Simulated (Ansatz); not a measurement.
# Ta (omega type): how the settings move a relaxation

Aim: see which settings change the result for Ta (omega type), by how much, and at what cost.

Program: Ansatz 0.2.0. Level of theory: reference: DFT, PBE, PAW with Ansatz's default frozen-core files, scalar-relativistic. These are calculated values, not measurements.

1 further run of the same task is left out (it didn't finish).

## (1) Starting point

It takes space group P6/mmm (No. 191, hexagonal). The conventional cell has a = 4.730 Å, b = 4.730 Å, c = 2.656 Å, α = 90.00°, β = 90.00°, γ = 120.00°. Around Ta (site symmetry 6/mmm) lie 14 Ta at 2.66 to 3.04 Å. Ta (site symmetry -6m2) has 11 Ta at 2.66 to 3.04 Å as nearest neighbours.

Coordinates:

```cif
data_structure
_symmetry_space_group_name_H-M 'P 1'
_symmetry_Int_Tables_number 1
_cell_length_a 4.7301
_cell_length_b 4.7301
_cell_length_c 2.6555
_cell_angle_alpha 90.000
_cell_angle_beta 90.000
_cell_angle_gamma 120.000
_cell_volume 51.45
loop_
_atom_site_label
_atom_site_type_symbol
_atom_site_fract_x
_atom_site_fract_y
_atom_site_fract_z
_atom_site_occupancy
Ta1 Ta 0.00000 0.00000 0.00000 1
Ta2 Ta 0.33333 0.66667 0.50000 1
Ta3 Ta 0.66667 0.33333 0.50000 1
```

## (2) The reference run

The input, input.yaml:

```yaml
crystal:
  lattice:
    - [4.7300961127, 0.0, 0.0]
    - [-2.3650480563, 4.096383396, 0.0]
    - [0.0, 0.0, 2.6555365703]
  atoms:
    - { symbol: Ta, position: [0.0, 0.0, 0.0] }
    - { symbol: Ta, position: [0.3333333333, 0.6666666667, 0.5] }
    - { symbol: Ta, position: [0.6666666667, 0.3333333333, 0.5] }
kpoints:
  mp_grid: { grid: [9, 9, 12] }
scf:
  occupations: { method: fermi_dirac, width: 0.05 }
hamiltonian:
  xc: pbe
  pseudopotentials: { kind: paw }
output:
  forces: true
  stress: true
relax:
  f_tol: 0.005
  max_steps: 30
  cell: { stress_tol: 0.04, fix: [volume] }
```

Command:

```console
> ansatz run input.yaml --threads 1 --pin off --max-ram 3072MiB --backend cpu --events-out ev --progress --plain --runs-dir out
```

## (3) Changed: mixing.algorithm msr1, mixing.beta 0.2, mixing.ndim 2, scf.algorithm density_mixing

input.yaml, as its differences from that of step 2:

```diff
@@ -13,2 +13,4 @@
   occupations: { method: fermi_dirac, width: 0.05 }
+  mixing: { algorithm: msr1, beta: 0.2, ndim: 2 }
+  algorithm: density_mixing
 hamiltonian:
@@ -19,2 +21,6 @@
   stress: true
+  write_density: true
+  write_potential: true
+  elf: true
+  volumetric_format: npy
 relax:
```

Before running it: what results should come out? Wanted: for each run, ending; energy change; pressure; gap; force.

As calculated:

| run | ending | energy change | pressure (GPa) | gap (eV) | force (eV/Å) | cycles | time |
| --- | --- | --- | --- | --- | --- | --- | --- |
| reference | converged | 0 | 17.9 | 0.00 | 0.00 | 26 | 17 s |
| 1: mixing.algorithm msr1, mixing.beta 0.2, mixing.ndim 2, scf.algorithm density_mixing | converged | 0.0 meV/atom | 17.9 | 0.00 | 0.00 | 28 | 21 s |

Times don't compare one to one where runs were asked for different outputs or read a saved state (see the inputs); cycles may leave out searches for a lower state.

The changed mixing and solver doesn't alter the result here (within 0.5 meV/atom). The structure is not at rest: the sound run finds 18 GPa, so these are no properties of the relaxed crystal. 
